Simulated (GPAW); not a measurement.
Wanted: an ASE script for a GPAW 26.7.0 run.

- Task: relaxation of cell and atoms
- Functional: LDA
- Potentials or basis: the program's PAW data sets (release 1.2.1) made for this functional
- Cutoff: 800 eV
- Basis: pw
- k mesh: 16 × 9 × 7
- Occupations: fermi-dirac, width 0.05 eV
- Spin: no spin polarisation
- Maxiter: 150
- Optimizer: BFGS
- Fmax: 0.02 eV/Å
- Max steps: 60
- Convergence: density=1e-05 forces=0.0001

The structure of B lies in B.xyz:

```xyz
2
Lattice="1.6245600000 0.0000000000 0.0000000000 0.0000000000 2.8661500000 0.0000000000 0.0000000000 0.0000000000 3.9144000000" Properties=species:S:1:pos:R:3 pbc="T T T"
B      0.0000000000      1.4330750000      2.3848873440
B      0.8122800000      0.0000000000      1.5295126560
```

The cell was built by a generator and needn't be a form met in nature.

These files were run (other wordings do the same):

run.py

```python
from ase.filters import FrechetCellFilter
from ase.io import read, write
from ase.optimize import BFGS
from gpaw import GPAW, PW

atoms = read('B.xyz')

calc = GPAW(mode=PW(800),
            xc='LDA',
            kpts={'size': (16, 9, 7), 'gamma': True},
            occupations={'name': 'fermi-dirac', 'width': 0.05},
            nbands=10,
            convergence={'density': 1e-05, 'forces': 0.0001},
            maxiter=150,
            txt='gpaw.txt')
atoms.calc = calc
opt = BFGS(FrechetCellFilter(atoms), trajectory='relax.traj', logfile='-')
done = opt.run(fmax=0.02, steps=60)
calc.write('gs.gpw')
write('result.traj', atoms)
print('Converged:', done)
print('Cell:', atoms.cell.cellpar().round(4))
print('Volume:', round(atoms.get_volume(), 4))
print(atoms.get_scaled_positions().round(5))
```

Potentials or basis: the program's PAW data sets (release 1.2.1) made for this functional, pw.

The run is started by

```sh
$ OMP_NUM_THREADS=1 python run.py
```

It gave:

The relaxed volume is 8.14 Å³/atom and the relaxed cell is a = 1.617 Å, b = 2.823 Å, c = 3.568 Å, α = 90.00°, β = 90.00°, γ = 90.00°. The space group after relaxing (to 0.05 Å) is Pmmn (No. 59), the energy gained by relaxing is 17.1 meV/atom and the ionic steps are 11. The pressure after relaxing is -0.1 GPa and the largest force after relaxing is 0.011 eV/Å. The band gap on the k mesh is none (metal or under the smearing width).

Caveat: later steps reuse the first step's grids.

It took 2.8 min on 1 thread of Arm Neoverse V2, with other jobs on the host, peak memory 0.28 GiB.
